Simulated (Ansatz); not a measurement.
Crystal: Te2Mo.

```
Te Mo
1.0
     3.51820    0.00000    0.00000
    -1.75910    3.04685    0.00000
     0.00000    0.00000   13.97360
Te Mo
4 2
Direct
  0.66667 0.33333 0.37900
  0.33333 0.66667 0.87900
  0.66667 0.33333 0.12100
  0.33333 0.66667 0.62100
  0.66667 0.33333 0.75000
  0.33333 0.66667 0.25000
```

Base run:

| Property | Result |
| --- | --- |
| Program | Ansatz 0.2.0 |
| Functional | SVWN5 |
| Potentials or basis | Ansatz PAW |
| Cutoff | 420 eV (not typed: the program's choice for these potentials) |
| k mesh | 9 × 9 × 2 |
| Occupations | fermi-dirac, width 0.05 eV |
| Spin | no spin polarisation |

Its results: band gap on the k mesh 0.76 eV, indirect (least direct gap 1.03 eV); pressure -3.1 GPa; largest force 0.302 eV/Å.

Question: The run is repeated on the same cell with these changes: functional from SVWN5 to r2SCAN; cutoff from 420 eV (not typed: the program's choice for these potentials) to 500 eV (not typed: the program's choice for these potentials). What comes out?

Answer: Band gap on the k mesh 0.89 eV, indirect (least direct gap 1.13 eV); pressure 2.2 GPa; largest force 0.078 eV/Å.

r2SCAN gives the wider gap, since meta-GGAs in the generalised Kohn-Sham scheme recover part of the derivative discontinuity.

Caveats: the k mesh misses the band edges, so the gap on the mesh is wider than the one along the path; spin-orbit coupling is left out, which moves the levels of the heavy elements; the PAW data sets come from PBE, with cores solved anew for the run's functional, which leaves a small shift of forces and pressure.
